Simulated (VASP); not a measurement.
A run of VASP 6.6.1:

Contents of INCAR:

```
SYSTEM = BP
  PREC = Accurate
  ENCUT = 700
  EDIFF = 1E-6
  ISMEAR = -1
  SIGMA = 0.02
  LREAL = .FALSE.
  LASPH = .TRUE.
  NELM = 80
  ALGO = Fast
  ISIF = 2
  LWAVE = .FALSE.
  LCHARG = .TRUE.
  GGA = CX
  LUSE_VDW = .TRUE.
  AGGAC = 0.0
  LELF = .TRUE.
```

KPOINTS

```
regular mesh
0
G
  10 10 10
  0 0 0
```

File POSCAR:

```
BP
1.0
    0.0000000000      2.2690000000      2.2690000000
    2.2690000000      0.0000000000      2.2690000000
    2.2690000000      2.2690000000      0.0000000000
P B
1 1
Direct
    0.7500000000      0.7500000000      0.7500000000
    0.0000000000      0.0000000000      0.0000000000
```

Potentials or basis: VASP PAW PBE potentials, release 64 (P, B_s).

Run with:

```sh
$ cat potpaw_PBE.64/P/POTCAR potpaw_PBE.64/B_s/POTCAR > POTCAR
$ mpirun -np 1 vasp_std > vasp.out
```

Hardware: 1 thread of Intel(R) Xeon(R) Platinum 8488C (Sapphire Rapids) (shared host).

**Question.** Estimate the wall time of this run.

**Answer.** Run time: 38 s on 1 thread of Intel(R) Xeon(R) Platinum 8488C (Sapphire Rapids) (shared host), peak memory 0.31 GiB. Counts: scf iterations 13, k points 47.
